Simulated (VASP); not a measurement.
# BN (Pnma) in VASP: notebook

The runs below take BN through single point, with LDA.

Everything below comes from runs of VASP 6.6.1. Logs are shortened: lines on timing, memory, paths and dates and some standing lists are left out, and cuts for length are marked.

### 1 Starting point

Symmetry: Pnma, No. 62, orthorhombic system. Conventional cell: a = 4.880 Å, b = 2.591 Å, c = 4.292 Å, α = 90.00°, β = 90.00°, γ = 90.00°. Around N (site symmetry m) lie 4 B at 1.51 to 1.65 Å. B (site symmetry m) has 4 N at 1.51 to 1.65 Å as nearest neighbours.

Measurements of this composition are mostly on another form, of space group No. 194.

### 2 Single point, LDA

The input, INCAR:

```
PREC = Accurate
ENCUT = 650
EDIFF = 1E-7
ISMEAR = 0
SIGMA = 0.05
LREAL = F
LASPH = T
NELM = 100
ALGO = Normal
ISIF = 2
LWAVE = F
LCHARG = F
NBANDS = 26
ADDGRID = F
```

The input, KPOINTS:

```
Automatic mesh
0
Gamma
  2 4 3
```

The input, POSCAR:

```
BN
1.0
    4.8800890000      0.0000000000      0.0000000000
    0.0000000000      2.5914640000      0.0000000000
    0.0000000000      0.0000000000      4.2920490000
N B
4 4
Direct
    0.3211300000      0.7500000000      0.1064860000
    0.6788700000      0.2500000000      0.8935140000
    0.1788700000      0.2500000000      0.6064860000
    0.8211300000      0.7500000000      0.3935140000
    0.3404130000      0.2500000000      0.9070960000
    0.1595870000      0.7500000000      0.4070960000
    0.8404130000      0.2500000000      0.5929040000
    0.6595870000      0.7500000000      0.0929040000
```

Potentials or basis: VASP PAW LDA potentials, release 64 (N, B).

On the command line:

```bash
cat potpaw_LDA.64/N/POTCAR potpaw_LDA.64/B/POTCAR > POTCAR
mpirun -np 1 vasp_std > vasp.out
```

OUTCAR:

```text
PREC = Accurate
   ENCUT = 650
   EDIFF = 1E-7
   ISMEAR = 0
   LREAL = F
   LASPH = T
   NELM = 100
   ISIF = 2

 Found     12 irreducible k-points:

 Following reciprocal coordinates:
            Coordinates               Weight
  0.000000  0.000000  0.000000      1.000000
  0.500000  0.000000  0.000000      1.000000
  0.000000  0.250000  0.000000      2.000000
  0.500000  0.250000  0.000000      2.000000
  0.000000  0.500000  0.000000      1.000000
  0.500000  0.500000  0.000000      1.000000
   k-points           NKPTS =     12   k-points in BZ     NKDIM =     12   number of bands    NBANDS=     26
   number of dos      NEDOS =    301   number of ions     NIONS =      8
   total plane-waves  NPLWV =  36288
   dimension x,y,z NGX =    42 NGY =   24 NGZ =   36
   dimension x,y,z NGXF=    84 NGYF=   48 NGZF=   72
   ions per type =               4   4
   NGX,Y,Z   is equivalent  to a cutoff of  14.31, 15.40, 13.94 a.u.
   NGXF,Y,Z  is equivalent  to a cutoff of  28.62, 30.79, 27.89 a.u.
 SYSTEM =  unknown system
   PREC   = accura    normal or accurate (medium, high low for compatibility)
   ISTART =      0    job   : 0-new  1-cont  2-samecut
   ICHARG =      2    charge: 1-file 2-atom 10-const
   ISPIN  =      1    spin polarized calculation?
   LNONCOLLINEAR =      F non collinear calculations
   LSORBIT =      F    spin-orbit coupling
   LASPH  =      T    aspherical Exc in radial PAW
   ENCUT  =  650.0 eV  47.77 Ry    6.91 a.u.  10.14  5.39  8.92*2*pi/ulx,y,z
   NELM   =    100;   NELMIN=  2; NELMDL= -5     # of ELM steps
   EDIFF  = 0.1E-06   stopping-criterion for ELM
   LREAL  =      F    real-space projection
   EDIFFG = 0.1E-05   stopping-criterion for IOM
   NSW    =      0    number of steps for IOM
   IBRION =     -1    ionic relax: 0-MD 1-quasi-New 2-CG
   NFREE  =      0    steps in history (QN), initial steepest desc. (CG)
   ISIF   =      2    stress and relaxation
   ISYM   =      2    0-nonsym 1-usesym 2-fastsym
   POTIM  = 0.5000    time-step for ionic-motion
   TEBEG  =    0.0;   TEEND  =   0.0 temperature during run
   PSTRESS=    0.0 pullay stress
   NELECT =      32.0000    total number of electrons
   NUPDOWN=      -1.0000    fix difference up-down
   EMIN   =  10.00;   EMAX   =-10.00  energy-range for DOS
   EFERMI =   0.00;   METHOD = LEGACY
   ISMEAR =     0;   SIGMA  =   0.05  broadening in eV -4-tet -1-fermi 0-gaus
   EFERMI_NEDOS =   21; number of points for ismear=-14 and -15
   IALGO  =     38    algorithm
   IMIX   =      4    mixing-type and parameters
     AMIX     =   0.40;   BMIX     =  1.00
     AMIX_MAG =   1.60;   BMIX_MAG =  1.00
  volume/ion in A,a.u.               =       6.78        45.79
  Fermi-wavevector in a.u.,A,eV,Ry     =   1.372711  2.594047 25.637923  1.884334
  Thomas-Fermi vector in A             =   2.498293
   LORBIT       =      0    0 simple, 1 ext, 2 COOP (PROOUT), +10 PAW based schemes
   GGA     = CA    functional components
   LHFCALC =     F    Hartree Fock is set to
   AEXX    =    0.0000 exact exchange contribution
   IVDW    =     0    specifies the selected vdW correction
   LEPSILON=     F    determine dielectric tensor
   LRPA    =     F    only Hartree local field effects (RPA)
 non-spin polarized calculation
 Gauss-broadening in eV      SIGMA  =   0.05
  energy-cutoff  :      650.00
  volume of cell :       54.28
 maximum number of plane-waves:      2063
 NGX is ok and might be reduce to    42
   NGX = 21   NGY = 11   NGZ = 17

 number of electron      32.0000001 magnetization

 Free energy of the ion-electron system (eV)
  ---------------------------------------------------
  ext. energy  EPLUGINS =         0.00000000
  ---------------------------------------------------
  free energy    TOTEN  =       -75.68467670 eV

  energy without entropy =      -75.68467670  energy(sigma->0) =      -75.68467670

 E-fermi :   5.7937     XC(G=0): -12.1716

 val. band max:        5.5491444655   @ k =   0.0000   0.0000   0.0000
 cond. band min:      11.1922574186   @ k =   0.5000   0.0000   0.3333
 fundamental gap:      5.6431129530
 Fermi energy:         5.7936548125

 k-point     1 :       0.0000    0.0000    0.0000
  band No.  band energies     occupation
      1     -13.8891      2.00000
      2     -11.3026      2.00000
      3     -10.2582      2.00000
      4      -8.4960      2.00000
      5      -3.1965      2.00000
      6      -2.5713      2.00000
[... 18 lines left out ...]
     25      17.0903      0.00000
     26      17.7200      0.00000

 k-point     2 :       0.5000    0.0000    0.0000
  band No.  band energies     occupation
      1     -13.0054      2.00000
      2     -13.0054      2.00000
      3      -8.9198      2.00000
      4      -8.9198      2.00000
      5      -3.7051      2.00000
      6      -3.7051      2.00000
[... 18 lines left out ...]
     25      16.9746      0.00000
     26      16.9746      0.00000

 k-point     3 :       0.0000    0.2500    0.0000
  band No.  band energies     occupation
      1     -12.9392      2.00000
      2     -10.5030      2.00000
      3      -9.6025      2.00000
      4      -8.3830      2.00000
      5      -2.9449      2.00000
      6      -2.6494      2.00000
[... 18 lines left out ...]
     25      17.4358      0.00000
     26      17.5520      0.00000

 k-point     4 :       0.5000    0.2500    0.0000
  band No.  band energies     occupation
      1     -12.0953      2.00000
      2     -12.0953      2.00000
      3      -8.5930      2.00000
      4      -8.5930      2.00000
      5      -2.9645      2.00000
      6      -2.9645      2.00000
[... 18 lines left out ...]
     25      18.4082      0.00000
     26      18.4426      0.00000

 k-point     5 :       0.0000    0.5000    0.0000
  band No.  band energies     occupation
      1     -10.3813      2.00000
      2     -10.3813      2.00000
      3      -9.0045      2.00000
      4      -9.0045      2.00000
      5      -3.2585      2.00000
      6      -3.2585      2.00000
[... 18 lines left out ...]
     25      18.7736      0.00000
     26      18.7739      0.00000

 k-point     6 :       0.5000    0.5000    0.0000
  band No.  band energies     occupation
      1      -9.7746      2.00000
      2      -9.7746      2.00000
      3      -9.7746      2.00000
      4      -9.7746      2.00000
      5      -2.6337      2.00000
      6      -2.6337      2.00000
[... 18 lines left out ...]
     25      18.8820      0.00000
     26      18.8820      0.00000

 [... further k-points ...]

------------------------ aborting loop because EDIFF is reached ----------------------------------------

  FORCE on cell =-STRESS in cart. coord.  units (eV):
  Direction    XX          YY          ZZ          XY          YZ          ZX
  --------------------------------------------------------------------------------------
  -------------------------------------------------------------------------------------
  Total       -3.7723166     -3.7457801     -3.9683798      0.0000000     -0.0000000      0.0000000
  in kB     -111.3476679   -110.5643869   -117.1348742      0.0000000     -0.0000000      0.0000000
  external PRESSURE =    -113.0156430 kB  Pullay stress =       0.0000000 kB

 VOLUME and BASIS-vectors are now :
 -----------------------------------------------------------------------------
  energy-cutoff  :      650.00
  volume of cell :       54.28
      direct lattice vectors                 reciprocal lattice vectors
     4.880089000  0.000000000  0.000000000     0.204914296  0.000000000  0.000000000
     0.000000000  2.591464000  0.000000000     0.000000000  0.385882266  0.000000000
     0.000000000  0.000000000  4.292049000     0.000000000  0.000000000  0.232988952

 POSITION                                       TOTAL-FORCE (eV/Angst)
 -----------------------------------------------------------------------------------
      1.56714      1.94360      0.45704         0.116321      0.000000     -0.023256
      3.31295      0.64787      3.83501        -0.116321     -0.000000      0.023256
      0.87290      0.64787      2.60307        -0.116321     -0.000000     -0.023256
      4.00719      1.94360      1.68898         0.116321     -0.000000      0.023256
      1.66125      0.64787      3.89330        -0.039901      0.000000      0.041156
      0.77880      1.94360      1.74728         0.039901      0.000000      0.041156
      4.10129      0.64787      2.54477        -0.039901      0.000000     -0.041156
      3.21884      1.94360      0.39875         0.039901      0.000000     -0.041156
 -----------------------------------------------------------------------------------
    total drift:                               -0.000000     -0.000000     -0.000000

  FREE ENERGIE OF THE ION-ELECTRON SYSTEM (eV)
  ---------------------------------------------------
  free  energy   TOTEN  =       -75.6846766980 eV

  energy  without entropy=      -75.6846766980  energy(sigma->0) =      -75.68467670
```

Wall time 30 s (1 thread of AMD EPYC 7R43 (Zen 3), shared host); peak memory 0.12 GiB.

The run converged, but some of its settings lie outside the range that counts as converged, so its numbers aren't taken as properties of the crystal.

Results:

* Free energy: -75.6847 eV
* Pressure: -11.3 GPa
* Largest force: 0.119 eV/Å
* Band gap on the k mesh: 5.64 eV, indirect (least direct gap 6.46 eV)

Caveat: the k mesh is coarse (spacing up to 0.64 Å⁻¹), so the values aren't converged; an odd mesh through Γ misses points on the zone boundary, where band edges often lie.

### 3 Single point, LDA

Edit INCAR of step 2 so:

```diff
@@ -1,3 +1,3 @@
 PREC = Accurate
-ENCUT = 650
+ENCUT = 900
 EDIFF = 1E-7
```

KPOINTS is that of step 2.

POSCAR is that of step 2.

Potentials or basis: VASP PAW LDA potentials, release 64 (N, B).

On the command line:

```bash
cat potpaw_LDA.64/N/POTCAR potpaw_LDA.64/B/POTCAR > POTCAR
mpirun -np 1 vasp_std > vasp.out
```

It took 49 s on 1 thread of AMD EPYC 7R43 (Zen 3), shared host; peak memory 0.15 GiB.

These settings aren't checked as converged: the numbers below hold their error.

What came out:

```
Free energy            : -75.6978 eV
Pressure               : -11.0 GPa
Largest force          : 0.117 eV/Å
Band gap on the k mesh : 5.64 eV, indirect (least direct gap 6.46 eV)
```

Caveat: the k mesh is coarse (spacing up to 0.64 Å⁻¹), so the values aren't converged; an odd mesh through Γ misses points on the zone boundary, where band edges often lie.
